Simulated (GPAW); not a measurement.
# How the functional moves the magnetism of zigzag Cr chain, bond 2.638 A, part 2 of 2

How far do the magnetic results of zigzag Cr chain, bond 2.638 A hang on the functional?

GPAW 26.7.0; several functionals; plane waves with GPAW's PAW setups, scalar-relativistic.

So far, largest spin moment in the augmentation sphere (μB): step 2 (rung 1 (LDA), start ferro ++) 3.76; step 4 (PBE) 3.74; step 5 (PBE, antiferromagnetic, start moments [2.5, -2.5] μB) 3.69; step 6 (revPBE) 3.83; step 7 (revPBE, antiferromagnetic, start moments [2.5, -2.5] μB) 3.71.

**8. Set 4 (RPBE), start ferro ++**

Level of this step: RPBE; plane waves with GPAW's PAW setups, scalar-relativistic (GPAW).

Contents of order1.py:

```python
import json
import numpy as np
from ase import Atoms
from ase.parallel import paropen, parprint
from gpaw import GPAW

atoms = Atoms(['Cr', 'Cr'],
    cell=[[12.0, 0.0, 0.0],
         [0.0, 12.0, 0.0],
         [0.0, 0.0, 3.1656]],
    scaled_positions=[[0.41206667, 0.5, 0.0],
         [0.58793333, 0.5, 0.5]],
    pbc=True,
    magmoms=[2.5, 2.5])
atoms.calc = GPAW(mode={'name': 'pw', 'ecut': 600},
    xc='RPBE',
    kpts={'size': (1, 1, 8), 'gamma': True},
    occupations={'name': 'fermi-dirac', 'width': 0.05},
    convergence={'density': 1e-05, 'energy': 1e-05},
    maxiter=200,
    symmetry={'tolerance': 1e-4},
    txt='order1.txt')
e = atoms.get_potential_energy(force_consistent=True)
res = {'free_energy': e, 'energy_sigma0': atoms.get_potential_energy(), 'fermi_energy': atoms.calc.get_fermi_level()}
res['moments'] = atoms.get_magnetic_moments().tolist()
res['total'] = atoms.get_magnetic_moment()
parprint('site moments (muB):', np.round(res['moments'], 3))
parprint(f"total moment: {res['total']:.3f} muB")
parprint(f'free energy: {e:.6f} eV')
atoms.calc.write('order1.gpw')
with paropen('results.json', 'w') as f:
    json.dump(res, f)
```

Launch:

```sh
$ OMP_NUM_THREADS=1 python3 order1.py > order1.log
```

Output:

```text
site moments (muB): [3.831 3.831]
total moment: 9.880 muB
free energy: -12.452962 eV

--- order1.txt ---
Input parameters:
  mode=PW(ecut=600),
  convergence={'density': 1e-05, 'energy': 1e-05},
  kpts=MonkhorstPack(size=(1, 1, 8), gamma=True),
  maxiter=200,
  occupations=Occupations(name='fermi-dirac', width=0.05),
  symmetry=Symmetry(tolerance=0.0001),
  xc=XC(name='RPBE')

Diagonalizing LCAO Hamiltonian
[...]
|          3 |        -4.304 |     1.000 |        -1.173 |     0.000 |
|          4 |        -4.130 |     1.000 |        -0.936 |     0.000 |
[...]
|         11 |        -2.492 |     0.004 |         0.437 |     0.000 |
|         12 |        -2.055 |     0.000 |         0.986 |     0.000 |
|         13 |        -1.224 |     0.000 |         1.003 |     0.000 |
|         14 |         0.379 |     0.000 |         1.344 |     0.000 |

No gap
No difference between direct/indirect transitions


[key lines of the parts left out:]
Free energy:     -12.452962
Converged in 28 steps
dipole moment: (0.000129, 0.000130, -7.470357)  # |e|*Ang
Fermi level: -2.768
```

Wall time 71 s (1 MPI rank of Intel Xeon Platinum 8488C (Sapphire Rapids), shared host); peak memory 0.41 GiB.

Read from the output:

```yaml
magnetization: 9.880 μB
final_state: ferromagnetic
largest_moment: 3.831 μB
```

The largest moment is that of set 3, at 0.98 times its CPU time.

**9. Set 4 (RPBE), start antiferro +-**

Contents of order2.py:

```python
import json
import numpy as np
from ase import Atoms
from ase.parallel import paropen, parprint
from gpaw import GPAW

atoms = Atoms(['Cr', 'Cr'],
    cell=[[12.0, 0.0, 0.0],
         [0.0, 12.0, 0.0],
         [0.0, 0.0, 3.1656]],
    scaled_positions=[[0.41206667, 0.5, 0.0],
         [0.58793333, 0.5, 0.5]],
    pbc=True,
    magmoms=[2.5, -2.5])
atoms.calc = GPAW(mode={'name': 'pw', 'ecut': 600},
    xc='RPBE',
    kpts={'size': (1, 1, 8), 'gamma': True},
    occupations={'name': 'fermi-dirac', 'width': 0.05},
    convergence={'density': 1e-05, 'energy': 1e-05},
    maxiter=200,
    symmetry={'tolerance': 1e-4},
    txt='order2.txt')
e = atoms.get_potential_energy(force_consistent=True)
res = {'free_energy': e, 'energy_sigma0': atoms.get_potential_energy(), 'fermi_energy': atoms.calc.get_fermi_level()}
res['moments'] = atoms.get_magnetic_moments().tolist()
res['total'] = atoms.get_magnetic_moment()
parprint('site moments (muB):', np.round(res['moments'], 3))
parprint(f"total moment: {res['total']:.3f} muB")
parprint(f'free energy: {e:.6f} eV')
atoms.calc.write('order2.gpw')
with paropen('results.json', 'w') as f:
    json.dump(res, f)
```

Launch:

```sh
$ OMP_NUM_THREADS=1 python3 order2.py > order2.log
```

Output:

```text
site moments (muB): [ 3.715 -3.715]
total moment: -0.000 muB
free energy: -13.554677 eV

--- order2.txt ---
Input parameters:
  mode=PW(ecut=600),
  convergence={'density': 1e-05, 'energy': 1e-05},
  kpts=MonkhorstPack(size=(1, 1, 8), gamma=True),
  maxiter=200,
  occupations=Occupations(name='fermi-dirac', width=0.05),
  symmetry=Symmetry(tolerance=0.0001),
  xc=XC(name='RPBE')

Diagonalizing LCAO Hamiltonian
[...]
|          3 |        -3.526 |     1.000 |        -3.526 |     1.000 |
|          4 |        -3.265 |     1.000 |        -3.265 |     1.000 |
[...]
|          8 |        -0.738 |     0.000 |        -0.738 |     0.000 |
|          9 |        -0.228 |     0.000 |        -0.228 |     0.000 |
|         10 |        -0.031 |     0.000 |        -0.031 |     0.000 |
|         11 |         0.790 |     0.000 |         0.790 |     0.000 |

No gap
No difference between direct/indirect transitions


[key lines of the parts left out:]
Free energy:     -13.554677
Converged in 17 steps
dipole moment: (0.000130, 0.000130, -7.483370)  # |e|*Ang
Fermi level: -2.481
```

Elapsed: 38 s, on 1 MPI rank; peak memory 0.41 GiB.

Numbers from this step:

```
magnetization  : 0 μB
final state    : antiferromagnetic
largest moment : 3.715 μB
```

This start lies -550.9 meV a seeded atom from the first, a change of +0.3 meV since set 3; its largest moment is 3.71 μB.

**10. Set 5 (TPSS), start ferro ++**

order1.py is the script of step 8 with these lines changed:

```diff
@@ -15,3 +15,3 @@
 atoms.calc = GPAW(mode={'name': 'pw', 'ecut': 600},
-    xc='RPBE',
+    xc='TPSS',
     kpts={'size': (1, 1, 8), 'gamma': True},
@@ -20,2 +20,3 @@
     maxiter=200,
+    eigensolver='davidson',
     symmetry={'tolerance': 1e-4},
```

Launch:

```sh
$ OMP_NUM_THREADS=1 python3 order1.py > order1.log
```

Output:

```text
Input parameters:
  mode=PW(ecut=600),
  convergence={'density': 1e-05, 'energy': 1e-05},
  eigensolver=Davidson(niter=2),
  kpts=MonkhorstPack(size=(1, 1, 8), gamma=True),
  maxiter=200,
  occupations=Occupations(name='fermi-dirac', width=0.05),
  symmetry=Symmetry(tolerance=0.0001),
  xc=XC(name='TPSS')

Diagonalizing LCAO Hamiltonian
Converting LCAO to pw mode
        .----------------------------.
       /|                            |
      / |                            |
     /  |                            |
    /   .----------------------------.
[...]
|iter:   3|      14s | 2904.513237 | +5.72 | +0.40 | -12.2866|
|iter:   4|      20s | 3115.774605 | +5.64 | +0.44 |  -0.6380|
|iter:   5|      27s | 3231.271196 | +5.68 | +0.17 |  +1.5851|
|iter:   6|      34s | 1163.952156 | +7.03 | +0.13 |  +6.4645|
|iter:   7|      41s | 3225.181821 | +6.17 | -0.18 |  +6.1528|
[...]
[... 172 iterations left out ...]
[...]
|iter: 189|    1278s | 1087.179292 | +1.75 | -0.25 |  -3.3802|
|iter: 190|    1284s | 1162.536143 | +0.88 | -0.34 |  -3.3244|
|iter: 191|    1291s | 1165.363423 | +1.38 | -0.31 |  -3.5485|
|iter: 192|    1298s | 1161.888263 | +2.11 | -0.33 |  -3.7746|
```

It took 22 min on 1 MPI rank; peak memory 0.56 GiB.

The run was cut off at its time limit.

The energy still jumps by eV from cycle to cycle: the cycles are not settling, and other mixing or another start is needed.

**11. Set 5 (TPSS), start antiferro +-**

order2.py is the script of step 9 with these lines changed:

```diff
@@ -15,3 +15,3 @@
 atoms.calc = GPAW(mode={'name': 'pw', 'ecut': 600},
-    xc='RPBE',
+    xc='TPSS',
     kpts={'size': (1, 1, 8), 'gamma': True},
@@ -20,2 +20,3 @@
     maxiter=200,
+    eigensolver='davidson',
     symmetry={'tolerance': 1e-4},
```

Launch:

```sh
$ OMP_NUM_THREADS=1 python3 order2.py > order2.log
```

Output:

```text
site moments (muB): [ 3.71 -3.71]
total moment: -0.000 muB
free energy: -27.780134 eV

--- order2.txt ---
Input parameters:
  mode=PW(ecut=600),
  convergence={'density': 1e-05, 'energy': 1e-05},
  eigensolver=Davidson(niter=2),
  kpts=MonkhorstPack(size=(1, 1, 8), gamma=True),
  maxiter=200,
  occupations=Occupations(name='fermi-dirac', width=0.05),
  symmetry=Symmetry(tolerance=0.0001),
  xc=XC(name='TPSS')

[...]
|          3 |        -3.583 |     1.000 |        -3.583 |     1.000 |
|          4 |        -3.333 |     1.000 |        -3.333 |     1.000 |
[...]
|          8 |        -0.610 |     0.000 |        -0.610 |     0.000 |
|          9 |        -0.157 |     0.000 |        -0.158 |     0.000 |
|         10 |         0.019 |     0.000 |         0.087 |     0.000 |
|         11 |         0.087 |     0.000 |         0.867 |     0.000 |

No gap
No difference between direct/indirect transitions


[key lines of the parts left out:]
Free energy:     -27.780134
Converged in 43 steps
dipole moment: (0.000128, 0.000130, -7.511576)  # |e|*Ang
Fermi level: -2.489
```

The job ended after 4.4 min (1 MPI rank; peak memory 0.52 GiB).

Read from the output:

```
magnetization  : 0 μB
final state    : antiferromagnetic
largest moment : 3.710 μB
```

The largest moment is that of set 4, at 6.9 times its CPU time.

**12. The sets together**

List, by row:

| set | functional | state from the first start | state from the second start | second less first (meV a seeded atom) | moment, first (μB) | moment, second (μB) | CPU time (s) |
| --- | --- | --- | --- | --- | --- | --- | --- |
| 1 | LDA | ferromagnetic | antiferromagnetic | -513.8 | 3.758 | 3.649 | 149 |
| 2 | PBE | ferromagnetic | antiferromagnetic | -551.1 | 3.741 | 3.691 | 95.2 |
| 3 | revPBE | ferromagnetic | antiferromagnetic | -551.1 | 3.833 | 3.715 | 113.6 |
| 4 | RPBE | ferromagnetic | antiferromagnetic | -550.9 | 3.831 | 3.715 | 108.6 |

**13. What came out**

- range of the moment in the table, second start: 3.65 to 3.71 μB
- range of CPU time: 95 s to 2.5 min
- range of the energy difference: -551 to -514 meV a seeded atom

For the second start the functionals give moments from 3.65 to 3.71 μB and energy differences from -551 to -514 meV a seeded atom; all use the same cell, so differences in their own lattice constants don't enter. The second start ends lower on every set of the table. Set 5 gave no pair of finished runs and is missing from the table.

[Logs and program files are shortened in this print: banners, set-up blocks, solver, clock and traceback lines can be left out without a mark of their own.]

[Logs are printed without paths, hosts, clocks, repeated set-up lines and the standing remarks that a program may print on its own settings, such as how far it seeks lower states.]

[Hosts, paths, dates, database ids (printed as entryN), source tags and the programs' standing remarks are cut or masked in the printed files.]

[Where a cell is said to come from a database of computed structures, the database is the Materials Project.]
